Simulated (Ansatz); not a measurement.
Runs of Ansatz 0.2.0 on CaO. Symmetry: Fm-3m, No. 225, cubic system. Conventional cell: a = 4.807 Å, b = 4.807 Å, c = 4.807 Å, α = 90.00°, β = 90.00°, γ = 90.00°. Ca (site symmetry m-3m) has 6 O at 2.40 Å as nearest neighbours. O (site symmetry m-3m) has 6 Ca at 2.40 Å as nearest neighbours. The cell is a database's computed one.

```csv
task,level,cell,k mesh,cutoff (eV),smearing,points for each segment of the path,q mesh,atoms under strain,gap on the mesh (eV),pressure (GPa),relaxed volume (Å³/atom)
band structure,revPBE,as given,10 × 10 × 10,420,fermi-dirac 0.05 eV,14,-,-,3.74,(c),-
band structure,r2SCAN,as given,10 × 10 × 10,500,fermi-dirac 0.05 eV,14,-,-,4.20,-0.9,-
Born charges and dielectric tensor,PBEsol,as given,10 × 10 × 10,420,fixed,-,-,-,3.56,-,-
phonons,PBEsol,as given,7 × 7 × 7,420,fixed,8,2 × 2 × 2,-,3.65,-,-
band structure,LDA,as given,10 × 10 × 10,420,fermi-dirac 0.05 eV,14,-,-,3.49,(b),-
relaxation of cell and atoms,LDA,relaxed,10 × 10 × 10,420,fermi-dirac 0.05 eV,-,-,-,3.45,0.0,13.04
relaxation of cell and atoms,BLYP,relaxed,10 × 10 × 10,420,fermi-dirac 0.05 eV,-,-,-,3.75,0.0,(a)
single point,PBEsol,as given,10 × 10 × 10,420,gaussian 0.05 eV,-,-,-,3.56,-2.7,-
band structure,PBEsol,as given,10 × 10 × 10,420,fermi-dirac 0.05 eV,14,-,-,3.56,-2.7,-
relaxation of cell and atoms,revPBE,relaxed,10 × 10 × 10,420,fermi-dirac 0.05 eV,-,-,-,3.74,0.0,14.47
elastic constants,PBEsol,as given,7 × 7 × 7,420,fixed,-,-,relaxed,3.65,-2.7,-
band structure,BLYP,as given,10 × 10 × 10,420,fermi-dirac 0.05 eV,14,-,-,3.75,4.3,-
```

Alike in all rows: potentials or basis Ansatz PAW; no spin polarisation.

Estimate the missing entries.

(a) 14.44; (b) -7.0; (c) 4.4.

Caveats: the PAW data sets come from PBE, with cores solved anew for the run's functional, which leaves a small shift of forces and pressure; the plane-wave basis is chosen anew once the cell has moved, so the energies of steps on either side of that aren't comparable (some runs); odd divisions of the mesh miss points on the zone boundary, where band edges often lie, so the gap on the mesh can be too wide (some runs).

A k mesh can miss the band edges.

Runs at the PBE level aren't shown here.
